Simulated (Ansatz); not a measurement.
# Several inputs for HfO2

Cell: an entry of the Crystallography Open Database (COD), ions relaxed with PBE at fixed cell.

Space group P2_1/c (No. 14); a = 5.1180, b = 5.1857, c = 5.2841 Å, β = 99.35°.

```csv
site,Wyckoff,site symmetry,x,y,z
Hf,4e,1,0.2767,0.0419,0.2081
O5,4e,1,0.4466,0.7584,0.4803
O9,4e,1,0.0726,0.3393,0.3389
```

One atom of each set is listed.

Reference run. The numbers come from a DFT calculation in Ansatz (PBE, plane waves and PAW, scalar-relativistic, 420 eV cutoff, Γ-centred 4×4×4 k-points, Fermi–Dirac smearing 0.02 eV).

It gives V_zz (10²¹ V/m²) Hf 12.69 (η 0.15), O9 -1.32 (η 0.88), among others. Each of these runs changes the input as listed (caps on SCF iterations aside):

A. scf.occupations.width: 0.02 → not typed; scf.occupations.method: fermi_dirac → tetrahedron_uncorrected; hamiltonian.dispersion: not typed → d4
B. basis.ecutwfc: not typed → 520 ev
C. total_charge: not typed → 1; scf.n_extra_bands: not typed → 32; kpoints.mp_grid.grid: [4, 4, 4] → [3, 3, 3]

(1) Which of these changes matter for the gradients?

Answers

(1) 

```json
{"run": "A", "Hf V_zz (η)": "12.69 (0.15)", "O9 V_zz (η)": "-1.32 (0.88)", "largest change of a gradient tensor, all atoms": "0.00", "note": "converged"}
{"run": "B", "Hf V_zz (η)": "–", "O9 V_zz (η)": "–", "largest change of a gradient tensor, all atoms": "–", "note": "refused: unknown unit factor `ev` — a unit is read by its exact case: `eV` is a unit here"}
{"run": "C", "Hf V_zz (η)": "11.98 (0.28)", "O9 V_zz (η)": "2.22 (0.05)", "largest change of a gradient tensor, all atoms": "3.47", "note": "converged; cell charge +1 on a uniform background; no gap left; mesh coarser than the reference's; odd number of electrons without spin polarisation"}
```

Run C moves them most, on O9 (V_zz from -1.32 to 2.22). Run B holds a cutoff in the wrong unit.

Run C changes total_charge, scf.n_extra_bands, kpoints.mp_grid.grid together, so the table can't tell their shares apart.

On the reference run: At this cell the principal stresses reach 5 GPa in size with PBE, which can matter for small gradients. Without spin–orbit coupling the gradients at and beside Hf can be off by some per cent, at some sites by more.
